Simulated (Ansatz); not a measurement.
Cs2AgBiBr6:

```xyz
10
Lattice="0.0000 5.6161 5.6161 5.6161 0.0000 5.6161 5.6161 5.6161 0.0000" Properties=species:S:1:pos:R:3 pbc="T T T"
Bi    0.0000    0.0000    0.0000
Cs    8.4242    8.4242    8.4242
Cs    2.8081    2.8081    2.8081
Ag    5.6161    5.6161    5.6161
Br    5.6161    5.6161    8.4180
Br    5.6161    5.6161    2.8142
Br    2.8142    5.6161    5.6161
Br    5.6161    8.4180    5.6161
Br    8.4180    5.6161    5.6161
Br    5.6161    2.8142    5.6161
```

```yaml
Program: Ansatz 0.2.0
Task: relaxation of cell and atoms
Functional: PBEsol
Potentials_or_basis: Ansatz PAW
Cutoff: "420 eV (not typed: the program's choice for these potentials)"
k_mesh: 4 × 4 × 4
Occupations: fermi-dirac, width 0.05 eV
Spin: no spin polarisation
```

At the start: volume 35.43 Å³/atom.

Where does the relaxation end?

It ends after 5 steps and the volume is 35.00 Å³/atom (-1.2 %); space group Fm-3m (No. 225, to 0.05 Å).

Step by step:
```csv
step,energy change (eV),largest force (eV/Å),volume (Å³)
1,0.0000,0.3019,354.27
2,-0.0302,0.0515,354.15
3,-0.0347,0.0046,351.53
4,-0.0353,0.0003,350.05
5,-0.0349,0.0003,350.05
```

Final structure:
```
CELL_PARAMETERS angstrom
0.00000 5.59369 5.59369
5.59369 0.00000 5.59369
5.59369 5.59369 0.00000
ATOMIC_POSITIONS crystal
Bi 0.00000 0.00000 0.00000
Cs 0.75000 0.75000 0.75000
Cs 0.25000 0.25000 0.25000
Ag 0.50000 0.50000 0.50000
Br 0.74609 0.74609 0.25391
Br 0.25391 0.25391 0.74609
Br 0.74609 0.25391 0.25391
Br 0.74609 0.25391 0.74609
Br 0.25391 0.74609 0.74609
Br 0.25391 0.74609 0.25391
```

Caveat: the plane-wave basis is chosen anew once the cell has moved, so the energies of steps on either side of that aren't comparable; the PAW data sets come from PBE, with cores solved anew for the run's functional, which leaves a small shift of forces and pressure.
